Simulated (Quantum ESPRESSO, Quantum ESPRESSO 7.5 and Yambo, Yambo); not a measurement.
# Quasiparticle gap of GaAs (F-43m) in Yambo

Wanted: ground state, empty states, screening and self-energy for GaAs (F-43m).

Calculated with Quantum ESPRESSO 7.5 and Yambo 5.3.0; PBE and many-body steps on it, plane waves.

**What was measured.**

- Gap 1.51 eV: band-edge emission energy from PL (direct gap at Gamma); photoluminescence, 633 nm excitation; 77 K; bulk crystal (MBE GaAs matrix around a thin InAs wetting layer on semi-insulating GaAs (100)) (“Photoluminescence of InAs/GaAs quantum dots under direct two-photon excitation”, 2020, pmc:7331710).

- Gap 1.42 eV: band-edge photoluminescence emission energy of the GaAs substrate; time-integrated photoluminescence; 300 K; bulk crystal ((001) GaAs substrate beneath GaBiAs epilayers) (“Investigation of the anisotropic electron g factor as a probe of the electronic structure of GaBixAs1-x/GaAs epilayers”, 2014, arxiv:1409.8467).

- Gap 1.412 ± 0.01 eV: direct gap E0 at Gamma from ellipsometry; variable-angle spectroscopic ellipsometry, parametric critical-point fit; 300 K; bulk crystal (semi-insulating GaAs(001) reference substrate with native oxide) (“Evidence of valence band perturbations in GaAsN/GaAs(001): A combined variable-angle spectroscopic ellipsometry and modulated photoreflectance investigation”, 2008, arxiv:0805.2212).

- Gap 1.418 ± 0.005 eV: direct gap E0 at Gamma from PR; modulated photoreflectance, low-field lineshape fit; 300 K; bulk crystal (semi-insulating GaAs(001) reference substrate) (“Evidence of valence band perturbations in GaAsN/GaAs(001): A combined variable-angle spectroscopic ellipsometry and modulated photoreflectance investigation”, 2008, arxiv:0805.2212).

## (1) Set-up

It takes space group F-43m (No. 216, cubic). Conventional cell: a = 5.654 Å, b = 5.654 Å, c = 5.654 Å, α = 90.00°, β = 90.00°, γ = 90.00°. Nearest to Ga lie 4 As at 2.45 Å. As has 4 Ga at 2.45 Å nearest. Farther neighbours are not listed.

Structure file:

```cif
data_structure
_symmetry_space_group_name_H-M 'P 1'
_symmetry_Int_Tables_number 1
_cell_length_a 3.9978
_cell_length_b 3.9978
_cell_length_c 3.9978
_cell_angle_alpha 60.000
_cell_angle_beta 60.000
_cell_angle_gamma 60.000
_cell_volume 45.18
loop_
_atom_site_label
_atom_site_type_symbol
_atom_site_fract_x
_atom_site_fract_y
_atom_site_fract_z
_atom_site_occupancy
Ga1 Ga 0.00000 0.00000 0.00000 1
As2 As 0.25000 0.25000 0.25000 1
```

The cell and positions come from the Crystallography Open Database and are kept as given unless a step says otherwise.

## (2) Ground state

This step: Quantum ESPRESSO 7.5; DFT, PBE, plane waves, norm-conserving pseudopotentials.

The ground-state density comes first.

Input file pw.in:

```
&control
  calculation = 'scf'
  prefix = 'x'
  outdir = 'o'
  pseudo_dir = 'pseudo'
/
&system
  ibrav = 0
  nat = 2
  ntyp = 2
  ecutwfc = 104.0
  nbnd = 27
  force_symmorphic = .true.
/
&electrons
  conv_thr = 1e-10
  electron_maxstep = 80
  mixing_beta = 0.5
/
ATOMIC_SPECIES
  Ga 69.723 Ga.upf
  As 74.922 As.upf
CELL_PARAMETERS angstrom
  0.0000000000 2.8268500000 2.8268500000
  2.8268500000 0.0000000000 2.8268500000
  2.8268500000 2.8268500000 -0.0000000000
ATOMIC_POSITIONS crystal
  Ga 0.0000000000 0.0000000000 0.0000000000
  As 0.2500000000 0.2500000000 0.2500000000
K_POINTS automatic
  6 6 6 0 0 0
```

Launch:

```bash
> OMP_NUM_THREADS=1 mpirun -n 8 pw.x -nk 8 -in pw.in > pw.out
```

The log of the run:

```text
Program PWSCF v.7.5 starts

     This program is part of the open-source Quantum ESPRESSO suite
     for quantum simulation of materials; please cite
         "P. Giannozzi et al., J. Phys.:Condens. Matter 21 395502 (2009);
         "P. Giannozzi et al., J. Phys.:Condens. Matter 29 465901 (2017);
         "P. Giannozzi et al., J. Chem. Phys. 152 154105 (2020);
     in publications or presentations arising from this work. More details at
     Message from routine setup:
     using ibrav=0 with symmetry is DISCOURAGED, use correct ibrav instead

     G-vector sticks info

     bravais-lattice index     =            0
     lattice parameter (alat)  =       7.5547  a.u.
     unit-cell volume          =     304.8842 (a.u.)^3
     number of atoms/cell      =            2
     number of atomic types    =            2
     number of electrons       =        44.00
     number of Kohn-Sham states=           27
     kinetic-energy cutoff     =     104.0000  Ry
     charge density cutoff     =     416.0000  Ry
     scf convergence threshold =      1.0E-10
     mixing beta               =       0.5000
     number of iterations used =            8  plain     mixing
     Exchange-correlation= PBE
                           (   1   4   3   4   0   0   0)

     celldm(1)=   7.554690  celldm(2)=   0.000000  celldm(3)=   0.000000
     celldm(4)=   0.000000  celldm(5)=   0.000000  celldm(6)=   0.000000

     crystal axes: (cart. coord. in units of alat)
               a(1) = (   0.000000   0.707107   0.707107 )
               a(2) = (   0.707107   0.000000   0.707107 )
               a(3) = (   0.707107   0.707107  -0.000000 )

     reciprocal axes: (cart. coord. in units 2 pi/alat)
               b(1) = ( -0.707107  0.707107  0.707107 )
               b(2) = (  0.707107 -0.707107  0.707107 )
               b(3) = (  0.707107  0.707107 -0.707107 )
     Pseudo is Norm-conserving + core correction, Zval = 21.0
     Generated using ONCVPSP code by D. R. Hamann
     Using radial grid of 1902 points,  6 beta functions with:
     Pseudo is Norm-conserving + core correction, Zval = 23.0
     Generated using ONCVPSP code by D. R. Hamann
     Using radial grid of 1358 points,  6 beta functions with:
     Ga               21.00    69.72300     Ga( 1.00)
     As               23.00    74.92200     As( 1.00)

     24 Sym. Ops. (no inversion) found

   Cartesian axes

     site n.     atom                  positions (alat units)
         1        Ga     tau(   1) = (   0.0000000   0.0000000   0.0000000  )
         2        As     tau(   2) = (   0.3535534   0.3535534   0.3535534  )

     number of k points=    16
                       cart. coord. in units 2pi/alat
        k(    1) = (   0.0000000   0.0000000   0.0000000), wk =   0.0092593
        k(    2) = (   0.1178511   0.1178511  -0.1178511), wk =   0.0740741
        k(    3) = (   0.2357023   0.2357023  -0.2357023), wk =   0.0740741
        k(    4) = (  -0.3535534  -0.3535534   0.3535534), wk =   0.0370370
        k(    5) = (   0.2357023   0.0000000  -0.0000000), wk =   0.0555556
        k(    6) = (   0.3535534   0.1178511  -0.1178511), wk =   0.2222222
        k(    7) = (  -0.2357023  -0.4714045   0.4714045), wk =   0.2222222
        k(    8) = (  -0.1178511  -0.3535534   0.3535534), wk =   0.2222222
        k(    9) = (   0.0000000  -0.2357023   0.2357023), wk =   0.1111111
        k(   10) = (   0.4714045   0.0000000  -0.0000000), wk =   0.0555556
     [... 4 further rows ...]
        k(   15) = (  -0.1178511  -0.3535534   0.5892557), wk =   0.2222222
        k(   16) = (  -0.7071068   0.2357023   0.0000000), wk =   0.1111111

     Dense  grid:    43655 G-vectors     FFT dimensions: (  50,  50,  50)

     Initial potential from superposition of free atoms

     starting charge      43.9971, renormalised to      44.0000
     Starting wfcs are   26 randomized atomic wfcs +    1 random wfcs

     per-process dynamical memory:    35.2 Mb

     Self-consistent Calculation

     iteration #  1     ecut=   104.00 Ry     beta= 0.50

     Threshold (ethr) on eigenvalues was too large:
     Diagonalizing with lowered threshold

     total energy              =   -1107.20737878 Ry
     estimated scf accuracy    <       0.05039060 Ry

     iteration #  2     ecut=   104.00 Ry     beta= 0.50

     total energy              =   -1107.21379167 Ry
     estimated scf accuracy    <       0.00645612 Ry

     iteration #  3     ecut=   104.00 Ry     beta= 0.50

     total energy              =   -1107.21415462 Ry
     estimated scf accuracy    <       0.00109591 Ry

     iteration #  4     ecut=   104.00 Ry     beta= 0.50

     total energy              =   -1107.21420482 Ry
     estimated scf accuracy    <       0.00002494 Ry

     iteration #  5     ecut=   104.00 Ry     beta= 0.50

     total energy              =   -1107.21420988 Ry
     estimated scf accuracy    <       0.00000170 Ry

     iteration #  6     ecut=   104.00 Ry     beta= 0.50

     total energy              =   -1107.21421028 Ry
     estimated scf accuracy    <       0.00000013 Ry

     iteration #  7     ecut=   104.00 Ry     beta= 0.50

     total energy              =   -1107.21421032 Ry
     estimated scf accuracy    <       0.00000003 Ry

     iteration #  8     ecut=   104.00 Ry     beta= 0.50

     total energy              =   -1107.21421032 Ry
     estimated scf accuracy    <          6.8E-10 Ry

     iteration #  9     ecut=   104.00 Ry     beta= 0.50

     total energy              =   -1107.21421032 Ry
     estimated scf accuracy    <          2.8E-10 Ry

     iteration # 10     ecut=   104.00 Ry     beta= 0.50

     End of self-consistent calculation

          k = 0.0000 0.0000 0.0000 (  5577 PWs)   bands (ev):

  -174.9302-133.8474-118.3121-118.3121-118.3121 -84.5719 -84.5719 -84.5719
   -25.3230 -25.3230 -25.3230 -25.3139 -25.3139  -4.9669  -4.9669  -4.9669
    -4.8900  -4.8900  -2.8986   9.8275   9.8275   9.8275  10.3456  13.5642
    13.5642  13.5642  17.4293

          k = 0.1179 0.1179-0.1179 (  5468 PWs)   bands (ev):

  -174.9302-133.8474-118.3121-118.3121-118.3121 -84.5717 -84.5717 -84.5717
   -25.3229 -25.3227 -25.3227 -25.3138 -25.3138  -4.9893  -4.9604  -4.9604
    -4.8897  -4.8897  -2.5782   7.1174   9.4474   9.4474  11.4632  14.1115
    14.1115  14.5145  18.7830

          k = 0.2357 0.2357-0.2357 (  5450 PWs)   bands (ev):

  -174.9302-133.8474-118.3121-118.3121-118.3121 -84.5717 -84.5717 -84.5717
   -25.3228 -25.3223 -25.3223 -25.3137 -25.3137  -5.0291  -4.9507  -4.9507
    -4.8878  -4.8878  -1.7513   4.4525   8.9016   8.9016  11.0469  14.5309
    14.5309  17.0827  18.6033

          k =-0.3536-0.3536 0.3536 (  5444 PWs)   bands (ev):

     [... further k-points ...]

     highest occupied, lowest unoccupied level (ev):     9.8275   10.3456

!    total energy              =   -1107.21421032 Ry
     estimated scf accuracy    <          4.4E-12 Ry

     The total energy is the sum of the following terms:
     one-electron contribution =    -990.29940479 Ry
     hartree contribution      =     478.90442222 Ry
     xc contribution           =    -107.04971809 Ry
     ewald contribution        =    -488.76950967 Ry

     convergence has been achieved in  10 iterations

     XML data file, charge density, pseudopotentials, collected wavefunctions

=------------------------------------------------------------------------------=
   JOB DONE.
=------------------------------------------------------------------------------=
```

It took 5.9 s on 8 MPI ranks of AMD EPYC 7R43, shared host; peak memory 0.65 GiB.

Numbers from this step:

- total energy: -15064.4168 eV
- gap: 0.5181 eV
- k of the valence top: 0, 0, 0
- k of the conduction bottom: 0, 0, 0
- least direct gap: 0.5181 eV

The gap is direct, at Γ.

## (3) Bands along the symmetry lines

Levels along a band path, at the cheap level, show where the edges lie and whether the meshes to come will hold them.

Input file pw.in:

```
&control
  calculation = 'bands'
  prefix = 'x'
  outdir = 'o'
  pseudo_dir = 'pseudo'
/
&system
  ibrav = 0
  nat = 2
  ntyp = 2
  ecutwfc = 104.0
  nbnd = 28
  force_symmorphic = .true.
/
&electrons
  conv_thr = 1e-9
  electron_maxstep = 80
  diago_full_acc = .true.
  diago_thr_init = 5e-6
/
ATOMIC_SPECIES
  Ga 69.723 Ga.upf
  As 74.922 As.upf
CELL_PARAMETERS angstrom
  0.0000000000 2.8268500000 2.8268500000
  2.8268500000 0.0000000000 2.8268500000
  2.8268500000 2.8268500000 -0.0000000000
ATOMIC_POSITIONS crystal
  Ga 0.0000000000 0.0000000000 0.0000000000
  As 0.2500000000 0.2500000000 0.2500000000
K_POINTS crystal
  50
  0.00000000 0.00000000 0.00000000 1
  -0.06250000 -0.06250000 0.00000000 1
  -0.12500000 -0.12500000 0.00000000 1
  -0.18750000 -0.18750000 0.00000000 1
  -0.25000000 -0.25000000 0.00000000 1
  -0.31250000 -0.31250000 0.00000000 1
  -0.37500000 -0.37500000 0.00000000 1
  -0.43750000 -0.43750000 0.00000000 1
  -0.50000000 -0.50000000 0.00000000 1
  -0.48437500 -0.48437500 0.03125000 1
  -0.46875000 -0.46875000 0.06250000 1
  -0.45312500 -0.45312500 0.09375000 1
  -0.43750000 -0.43750000 0.12500000 1
  -0.42187500 -0.42187500 0.15625000 1
  -0.40625000 -0.40625000 0.18750000 1
  -0.39062500 -0.39062500 0.21875000 1
  -0.37500000 -0.37500000 0.25000000 1
  -0.37500000 0.00000000 0.37500000 1
  -0.32812500 0.00000000 0.32812500 1
  -0.28125000 0.00000000 0.28125000 1
  -0.23437500 0.00000000 0.23437500 1
  -0.18750000 0.00000000 0.18750000 1
  -0.14062500 0.00000000 0.14062500 1
  -0.09375000 0.00000000 0.09375000 1
  -0.04687500 0.00000000 0.04687500 1
  0.00000000 0.00000000 0.00000000 1
  0.00000000 0.00000000 0.06250000 1
  0.00000000 0.00000000 0.12500000 1
  0.00000000 0.00000000 0.18750000 1
  0.00000000 0.00000000 0.25000000 1
  0.00000000 0.00000000 0.31250000 1
  0.00000000 0.00000000 0.37500000 1
  0.00000000 0.00000000 0.43750000 1
  -0.00000000 -0.00000000 0.50000000 1
  -0.06250000 -0.03125000 0.46875000 1
  -0.12500000 -0.06250000 0.43750000 1
  -0.18750000 -0.09375000 0.40625000 1
  -0.25000000 -0.12500000 0.37500000 1
  -0.31250000 -0.15625000 0.34375000 1
  -0.37500000 -0.18750000 0.31250000 1
  -0.43750000 -0.21875000 0.28125000 1
  -0.50000000 -0.25000000 0.25000000 1
  -0.50000000 -0.28125000 0.21875000 1
  -0.50000000 -0.31250000 0.18750000 1
  -0.50000000 -0.34375000 0.15625000 1
  -0.50000000 -0.37500000 0.12500000 1
  -0.50000000 -0.40625000 0.09375000 1
  -0.50000000 -0.43750000 0.06250000 1
  -0.50000000 -0.46875000 0.03125000 1
  -0.50000000 -0.50000000 0.00000000 1
```

The log of the run:

```text
[banner, memory and clock lines left out]
Program PWSCF v.7.5 starts

     Atomic positions and unit cell read from directory:
     o/x.save/

     Message from routine setup:
     using ibrav=0 with symmetry is DISCOURAGED, use correct ibrav instead

     G-vector sticks info

     bravais-lattice index     =            0
     lattice parameter (alat)  =       7.5547  a.u.
     unit-cell volume          =     304.8842 (a.u.)^3
     number of atoms/cell      =            2
     number of atomic types    =            2
     number of electrons       =        44.00
     number of Kohn-Sham states=           28
     kinetic-energy cutoff     =     104.0000  Ry
     charge density cutoff     =     416.0000  Ry
     Exchange-correlation= PBE
                           (   1   4   3   4   0   0   0)

     celldm(1)=   7.554690  celldm(2)=   0.000000  celldm(3)=   0.000000
     celldm(4)=   0.000000  celldm(5)=   0.000000  celldm(6)=   0.000000

     crystal axes: (cart. coord. in units of alat)
               a(1) = (   0.000000   0.707107   0.707107 )
               a(2) = (   0.707107   0.000000   0.707107 )
               a(3) = (   0.707107   0.707107  -0.000000 )

     reciprocal axes: (cart. coord. in units 2 pi/alat)
               b(1) = ( -0.707107  0.707107  0.707107 )
               b(2) = (  0.707107 -0.707107  0.707107 )
               b(3) = (  0.707107  0.707107 -0.707107 )
     Pseudo is Norm-conserving + core correction, Zval = 21.0
     Generated using ONCVPSP code by D. R. Hamann
     Using radial grid of 1902 points,  6 beta functions with:
     Pseudo is Norm-conserving + core correction, Zval = 23.0
     Generated using ONCVPSP code by D. R. Hamann
     Using radial grid of 1358 points,  6 beta functions with:
     Ga               21.00    69.72300     Ga( 1.00)
     As               23.00    74.92200     As( 1.00)

     24 Sym. Ops. (no inversion) found

   Cartesian axes

     site n.     atom                  positions (alat units)
         1        Ga     tau(   1) = (   0.0000000   0.0000000   0.0000000  )
         2        As     tau(   2) = (   0.3535534   0.3535534   0.3535534  )

     number of k points=    50
                       cart. coord. in units 2pi/alat
        k(    1) = (   0.0000000   0.0000000   0.0000000), wk =   0.0400000
        k(    2) = (   0.0000000   0.0000000  -0.0883883), wk =   0.0400000
        k(    3) = (   0.0000000   0.0000000  -0.1767767), wk =   0.0400000
[...]
[... 38 further rows ...]
        k(   49) = (   0.0441942  -0.0000000  -0.7071068), wk =   0.0400000
        k(   50) = (   0.0000000   0.0000000  -0.7071068), wk =   0.0400000

     Dense  grid:    43655 G-vectors     FFT dimensions: (  50,  50,  50)

     The potential is recalculated from file :
     o/x.save/charge-density

     Starting wfcs are   26 randomized atomic wfcs +    2 random wfcs

     Band Structure Calculation

     End of band structure calculation

          k = 0.0000 0.0000 0.0000 (  5577 PWs)   bands (ev):

  -174.9302-133.8473-118.3121-118.3121-118.3121 -84.5719 -84.5719 -84.5719
   -25.3230 -25.3230 -25.3230 -25.3139 -25.3139  -4.9669  -4.9669  -4.9669
    -4.8900  -4.8899  -2.8987   9.8275   9.8275   9.8275  10.3456  13.5642
    13.5642  13.5642  17.4293  19.9896

          k = 0.0000 0.0000-0.0884 (  5493 PWs)   bands (ev):

  -174.9302-133.8473-118.3121-118.3121-118.3121 -84.5718 -84.5718 -84.5716
   -25.3230 -25.3229 -25.3229 -25.3139 -25.3139  -4.9724  -4.9645  -4.9645
[...]
13.8379  13.8379  17.7842  19.1099

          k = 0.0000 0.0000-0.1768 (  5481 PWs)   bands (ev):

  -174.9302-133.8473-118.3121-118.3121-118.3121 -84.5717 -84.5717 -84.5717
[...]
14.5248  14.5248  17.8744  18.7335

          k = 0.0000 0.0000-0.2652 (  5457 PWs)   bands (ev):

[...]
k =-0.0000-0.0000-0.4419 (  5465 PWs)   bands (ev):

[...]
k =-0.0000-0.0000-0.6187 (  5458 PWs)   bands (ev):

[...]
k = 0.5303-0.0000-0.5303 (  5452 PWs)   bands (ev):

[...]
k = 0.3977-0.0000-0.3977 (  5444 PWs)   bands (ev):

[...]
k = 0.2652-0.0000-0.2652 (  5444 PWs)   bands (ev):

[...]
k = 0.0000 0.0000 0.0000 (  5577 PWs)   bands (ev):

[...]
k = 0.1326 0.0000-0.7071 (  5460 PWs)   bands (ev):

[...]
k = 0.0884-0.0000-0.7071 (  5456 PWs)   bands (ev):

[...]
k = 0.0442-0.0000-0.7071 (  5458 PWs)   bands (ev):

  -174.9302-133.8473-118.3121-118.3121-118.3121 -84.5718 -84.5717 -84.5717
[...]
19.8360  19.8531  20.8126  22.7122

          k = 0.0000 0.0000-0.7071 (  5434 PWs)   bands (ev):

  -174.9302-133.8473-118.3121-118.3121-118.3121 -84.5717 -84.5717 -84.5717
   -25.3239 -25.3212 -25.3212 -25.3144 -25.3129  -5.0786  -4.9169  -4.9169
    -4.9153  -4.8771  -0.3967   3.0132   7.1516   7.1516  11.2971  11.4903
    20.0046  20.0046  20.8150  23.1524

     XML data file, pseudopotentials, collected wavefunctions
```

Elapsed: 4 s, on 8 MPI ranks; peak memory 0.61 GiB.

This step gave:

- gap: 0.5181 eV
- k of the valence top: 0, 0, 0
- k of the conduction bottom: 0, 0, 0
- least direct gap: 0.5181 eV

The gap is 0.518 eV, as in the run before at this level.

Electronic bands along the path, in eV, zero at the top of the highest filled band:

```
    point  band 19  band 20  band 21  band 22  band 23  band 24  band 25  band 26
        Γ   -12.73     0.00     0.00     0.00     0.52     3.74     3.74     3.74
  halfway   -11.80    -4.09    -1.69    -1.69     1.99     3.27     6.62     6.62
        X   -10.22    -6.81    -2.68    -2.68     1.47     1.66    10.18    10.18
  halfway   -10.21    -6.77    -3.20    -2.57     1.66     2.57     9.21     9.42
        U   -10.26    -6.63    -3.86    -2.26     1.97     4.64     7.96     8.07
jump to K   -10.26    -6.63    -3.86    -2.26     1.97     4.64     7.96     8.07
  halfway   -11.71    -4.56    -2.44    -0.68     2.69     4.77     4.81     5.65
        Γ   -12.73     0.00     0.00     0.00     0.52     3.74     3.74     3.74
  halfway   -12.03    -4.14    -0.68    -0.68     1.45     4.60     4.60     5.96
        L   -10.96    -6.63    -1.14    -1.14     1.00     4.64     4.64     7.76
  halfway   -10.62    -6.48    -3.22    -1.94     3.03     4.17     6.35     7.70
        W   -10.17    -6.63    -3.53    -3.34     4.62     4.73     5.42     6.05
  halfway   -10.20    -6.73    -3.14    -3.04     2.56     2.76     8.15     8.36
        X   -10.22    -6.81    -2.68    -2.68     1.47     1.66    10.18    10.18
```

The electronic bands as a text plot (rows in eV, shown from -8.0 to 6.5 only):

```
    6.2 |                  +++              +         ++ +++
    5.6 |    +              +++++++                  +  ++++
    5.0 |                       +  ++      +      +++    ++
    4.4 |  ++             +      ++      +++++++++++++++++++
    3.8 |++              +         ++++++++             +   +
    3.2 |  +++++        +                             ++
    2.6 |  +++  +++    +    +++++++                  +       ++
    2.0 |     ++   ++ + ++++       ++               +         +++
    1.4 | +     ++++++++             +  ++++++++  ++            +
    0.8 |+                            ++        ++
    0.2 |*                           ****
   -0.4 | ***                   ******   ****
   -1.0 | *  *                **   ***  *    *******
   -1.6 |     **           ***   **               *****
   -2.3 |  **   ***     ***     *  **    **         *  *
   -2.9 |    *     *****      **           *         *  **   ****
   -3.5 |              ***  **   **                   *******
   -4.1 |     **          **                *
   -4.7 |                       *
   -5.3 |       **            **             **
   -5.9 |         *         **                 *
   -6.5 |          **  *****                    ****************
   -7.1 |            **                                         *
   -7.7 |
         Γ           X  U|K            Γ         L        W     X
```

(Continued in part 2 of 3.)

[Paths, hosts, dates, memory and timing lines, banners, echoed tables and standing remarks are left out of the program output.]

[Logs are printed without paths, hosts, clocks, repeated set-up lines and the standing remarks that a program may print on its own settings, such as how far it seeks lower states.]

[Runs of the session that timed out or met a known fault of the program may be left out.]

[Hosts, paths, dates, database ids (printed as entryN), source tags and the programs' standing remarks are cut or masked in the printed files.]
